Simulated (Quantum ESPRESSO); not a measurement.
Input of a Quantum ESPRESSO 7.5 run:

Contents of pw.in:

```
&CONTROL
  calculation = 'scf'
  prefix = 'pwscf'
  outdir = './tmp'
  pseudo_dir = './pseudo'
  tprnfor = .true.
  tstress = .true.
  disk_io = 'low'
/
&SYSTEM
  ibrav = 0
  nat = 1
  ntyp = 1
  ecutwfc = 45
  ecutrho = 360
  nbnd = 18
  occupations = 'smearing'
  smearing = 'fd'
  degauss = 0.00367493
  nspin = 2
  starting_magnetization(1) = 0.0556
/
&ELECTRONS
  conv_thr = 2d-10
  electron_maxstep = 120
  mixing_beta = 0.3
/
ATOMIC_SPECIES
Ni    58.6934 ni_pbesol_v1.4.uspp.F.UPF
CELL_PARAMETERS angstrom
   0.0000000000    1.7375729330    1.7375729330
   1.7375729330    0.0000000000    1.7375729330
   1.7375729330    1.7375729330    0.0000000000
ATOMIC_POSITIONS crystal
Ni     0.0000000000    0.0000000000    0.0000000000
K_POINTS automatic
13 13 13 0 0 0
```

bands.in

```
&CONTROL
  calculation = 'bands'
  prefix = 'pwscf'
  outdir = './tmp'
  pseudo_dir = './pseudo'
  disk_io = 'low'
  verbosity = 'high'
/
&SYSTEM
  ibrav = 0
  nat = 1
  ntyp = 1
  ecutwfc = 45
  ecutrho = 360
  nbnd = 18
  occupations = 'smearing'
  smearing = 'fd'
  degauss = 0.00367493
  nspin = 2
  starting_magnetization(1) = 0.0556
/
&ELECTRONS
  conv_thr = 1d-08
  electron_maxstep = 120
  mixing_beta = 0.3
  diago_full_acc = .true.
  startingwfc = 'random'
/
ATOMIC_SPECIES
Ni    58.6934 ni_pbesol_v1.4.uspp.F.UPF
CELL_PARAMETERS angstrom
   0.0000000000    1.7375729330    1.7375729330
   1.7375729330    0.0000000000    1.7375729330
   1.7375729330    1.7375729330    0.0000000000
ATOMIC_POSITIONS crystal
Ni     0.0000000000    0.0000000000    0.0000000000
K_POINTS crystal
60
 0.0000000000  0.0000000000  0.0000000000 1
 0.0625000000  0.0000000000  0.0625000000 1
 0.1250000000  0.0000000000  0.1250000000 1
 0.1875000000  0.0000000000  0.1875000000 1
 0.2500000000  0.0000000000  0.2500000000 1
 0.3125000000  0.0000000000  0.3125000000 1
 0.3750000000  0.0000000000  0.3750000000 1
 0.4375000000  0.0000000000  0.4375000000 1
 0.5000000000  0.0000000000  0.5000000000 1
 0.5000000000  0.0625000000  0.5625000000 1
 0.5000000000  0.1250000000  0.6250000000 1
 0.5000000000  0.1875000000  0.6875000000 1
 0.5000000000  0.2500000000  0.7500000000 1
 0.4375000000  0.3125000000  0.7500000000 1
 0.3750000000  0.3750000000  0.7500000000 1
 0.3375000000  0.3375000000  0.6750000000 1
 0.3000000000  0.3000000000  0.6000000000 1
 0.2625000000  0.2625000000  0.5250000000 1
 0.2250000000  0.2250000000  0.4500000000 1
 0.1875000000  0.1875000000  0.3750000000 1
 0.1500000000  0.1500000000  0.3000000000 1
 0.1125000000  0.1125000000  0.2250000000 1
 0.0750000000  0.0750000000  0.1500000000 1
 0.0375000000  0.0375000000  0.0750000000 1
 0.0000000000  0.0000000000  0.0000000000 1
 0.0625000000  0.0625000000  0.0625000000 1
 0.1250000000  0.1250000000  0.1250000000 1
 0.1875000000  0.1875000000  0.1875000000 1
 0.2500000000  0.2500000000  0.2500000000 1
 0.3125000000  0.3125000000  0.3125000000 1
 0.3750000000  0.3750000000  0.3750000000 1
 0.4375000000  0.4375000000  0.4375000000 1
 0.5000000000  0.5000000000  0.5000000000 1
 0.5250000000  0.4500000000  0.5250000000 1
 0.5500000000  0.4000000000  0.5500000000 1
 0.5750000000  0.3500000000  0.5750000000 1
 0.6000000000  0.3000000000  0.6000000000 1
 0.6250000000  0.2500000000  0.6250000000 1
 0.5833333333  0.2500000000  0.6666666667 1
 0.5416666667  0.2500000000  0.7083333333 1
 0.5000000000  0.2500000000  0.7500000000 1
 0.5000000000  0.2857142857  0.7142857143 1
 0.5000000000  0.3214285714  0.6785714286 1
 0.5000000000  0.3571428571  0.6428571429 1
 0.5000000000  0.3928571429  0.6071428571 1
 0.5000000000  0.4285714286  0.5714285714 1
 0.5000000000  0.4642857143  0.5357142857 1
 0.5000000000  0.5000000000  0.5000000000 1
 0.4821428571  0.4821428571  0.5357142857 1
 0.4642857143  0.4642857143  0.5714285714 1
 0.4464285714  0.4464285714  0.6071428571 1
 0.4285714286  0.4285714286  0.6428571429 1
 0.4107142857  0.4107142857  0.6785714286 1
 0.3928571429  0.3928571429  0.7142857143 1
 0.3750000000  0.3750000000  0.7500000000 1
 0.6250000000  0.2500000000  0.6250000000 1
 0.5937500000  0.1875000000  0.5937500000 1
 0.5625000000  0.1250000000  0.5625000000 1
 0.5312500000  0.0625000000  0.5312500000 1
 0.5000000000  0.0000000000  0.5000000000 1
```

Potentials or basis: GBRV 1.5 PBEsol.

The run is started by

```bash
$ OMP_NUM_THREADS=1 mpirun -n 2 pw.x -nk 2 -in pw.in > pw.out
$ OMP_NUM_THREADS=1 mpirun -n 2 pw.x -nk 2 -in bands.in > bands.out
```

Predict the net moment.

0.64 μB per cell.

Estimate the pressure.

-2.6 GPa.

Estimate the absolute moment.

0.72 μB per cell.

Levels at the corners of the path, in eV from the Fermi level:
Spin up:
```
point  band 5  band 6  band 7  band 8  band 9  band 10  band 11  band 12  band 13  band 14
    Γ   -9.46   -2.58   -2.58   -2.58   -1.38    -1.38    23.69    27.89    27.89    27.89
    X   -5.00   -4.48   -0.62   -0.48   -0.48     2.31     9.39    14.95    14.95    19.89
    W   -4.06   -3.28   -3.28   -1.46   -0.48     7.80     7.80    10.07    11.30    30.63
    K   -4.27   -3.98   -2.26   -1.21   -0.75     5.75     7.34    10.11    17.35    21.75
    Γ   -9.46   -2.58   -2.58   -2.58   -1.38    -1.38    23.69    27.89    27.89    27.89
    L   -5.16   -2.60   -2.60   -0.65   -0.65    -0.51     5.80    22.22    25.04    25.04
    U   -4.27   -3.98   -2.26   -1.21   -0.75     5.75     7.34    10.11    17.35    21.75
    W   -4.06   -3.28   -3.28   -1.46   -0.48     7.80     7.80    10.07    11.30    30.63
    L   -5.16   -2.60   -2.60   -0.65   -0.65    -0.51     5.80    22.22    25.04    25.04
    K   -4.27   -3.98   -2.26   -1.21   -0.75     5.75     7.34    10.11    17.35    21.75
    U   -4.27   -3.98   -2.26   -1.21   -0.75     5.75     7.34    10.11    17.35    21.75
    X   -5.00   -4.48   -0.62   -0.48   -0.48     2.31     9.39    14.95    14.95    19.89
```
Spin down:
| point | band 5 | band 6 | band 7 | band 8 | band 9 | band 10 | band 11 | band 12 |
| --- | --- | --- | --- | --- | --- | --- | --- | --- |
| Γ | -9.48 | -1.83 | -1.83 | -1.83 | -0.67 | -0.67 | 23.57 | 27.89 |
| X | -4.59 | -3.86 | 0.12 | 0.39 | 0.39 | 2.30 | 9.72 | 14.98 |
| W | -3.61 | -2.67 | -2.67 | -0.78 | 0.40 | 8.02 | 8.02 | 10.31 |
| K | -3.79 | -3.42 | -1.64 | -0.51 | 0.11 | 6.00 | 7.57 | 10.37 |
| Γ | -9.48 | -1.83 | -1.83 | -1.83 | -0.67 | -0.67 | 23.57 | 27.89 |
| L | -4.72 | -1.92 | -1.92 | -0.54 | 0.17 | 0.17 | 6.26 | 22.10 |
| U | -3.79 | -3.42 | -1.64 | -0.51 | 0.11 | 6.00 | 7.57 | 10.37 |
| W | -3.61 | -2.67 | -2.67 | -0.78 | 0.40 | 8.02 | 8.02 | 10.31 |
| L | -4.72 | -1.92 | -1.92 | -0.54 | 0.17 | 0.17 | 6.26 | 22.10 |
| K | -3.79 | -3.42 | -1.64 | -0.51 | 0.11 | 6.00 | 7.57 | 10.37 |
| U | -3.79 | -3.42 | -1.64 | -0.51 | 0.11 | 6.00 | 7.57 | 10.37 |
| X | -4.59 | -3.86 | 0.12 | 0.39 | 0.39 | 2.30 | 9.72 | 14.98 |
